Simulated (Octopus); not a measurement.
## PbS (Galena) under changes of volume

One of the cells (26.086 Å³/atom); the others are scaled copies at fixed shape and fractional positions:

```xyz
2
Lattice="0.0000 2.9657 2.9657 2.9657 0.0000 2.9657 2.9657 2.9657 0.0000" Properties=species:S:1:pos:R:3 pbc="T T T"
Pb    0.0000    0.0000    0.0000
S     2.9657    2.9657    2.9657
```

| Property | Result |
| --- | --- |
| Program | Octopus 16.4 |
| Functional | PBEsol |
| Potentials or basis | pseudodojo_pbesol (PseudoDojo 0.4, PBEsol) |
| Grid spacing | 0.150 Å |
| k mesh | 8 × 8 × 8 |
| Occupations | fermi-dirac, width 0.05 eV |
| Spin | no spin polarisation |

```csv
volume (Å³/atom),energy over the lowest point (meV/atom),gap on the mesh (eV)
24.521,14.49,0.01
25.042,6.69,0.10
25.564,1.26,0.18
26.086,0.00,0.26
26.607,1.80,0.33
27.129,6.18,0.40
27.651,?,?
```

What does the run at 27.651 Å³/atom give?

Energy over the lowest point 15.20 meV/atom; gap on the mesh 0.46 eV.

Worked out: A Birch-Murnaghan fit of order 3 (a polynomial in V^(-2/3)) to the other rows has its minimum at 26.08 Å³/atom with B0 = V·E''(V) = 48 GPa (rough, since the energies scatter). It gives 13.81 meV/atom at 27.651 Å³/atom, against the run's 15.20.

Energies are extrapolated to zero smearing.

Caveats: spin-orbit coupling is left out, which as a rule narrows the gap of such compounds by several tenths of an eV.

A mesh can miss the band edges.
